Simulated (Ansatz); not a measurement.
CoPdO2:

```
CELL_PARAMETERS angstrom
1.43169 0.82659 5.95777
-1.43169 0.82659 5.95777
0.00000 -1.65317 5.95777
ATOMIC_POSITIONS crystal
Pd 0.00000 0.00000 0.00000
Co 0.50000 0.50000 0.50000
O 0.11248 0.11248 0.11248
O 0.88752 0.88752 0.88752
```

The cell is a database's computed one.

Base run:

```yaml
Program: Ansatz 0.2.0
Functional: PBE
Potentials_or_basis: Ansatz PAW
Cutoff: "420 eV (not typed: the program's choice for these potentials)"
k_mesh: 9 × 9 × 9
Occupations: fermi-dirac, width 0.05 eV
Spin: collinear spin, ferromagnetic start
Starting_moments: "[0.0, 2.5, 0.0, 0.0] μB"
Fixed_moment: 2.5 μB
```

Its results: pressure 11.9 GPa; site moments Pd +0.21; Co +1.81; O +0.14 μB; largest force 1.069 eV/Å.

Question: The run is repeated on the same cell with these changes: fixed moment from 2.5 μB to 4 μB; moments at the start from [0.0, 2.5, 0.0, 0.0] to [0.0, 4.0, 0.0, 0.0]. What comes out?

Answer: Pressure 19.9 GPa; site moments Pd +0.37; Co +2.61; O +0.35 μB; largest force 2.259 eV/Å.

Caveats: the total moment is fixed, so each spin has its own Fermi level; a cell with one magnetic atom can't hold antiferromagnetic order, which such compounds often take; forces of over 1 eV/Å show positions far from the minimum, so gaps and moduli don't describe the material at rest; the thresholds are loose for stress.
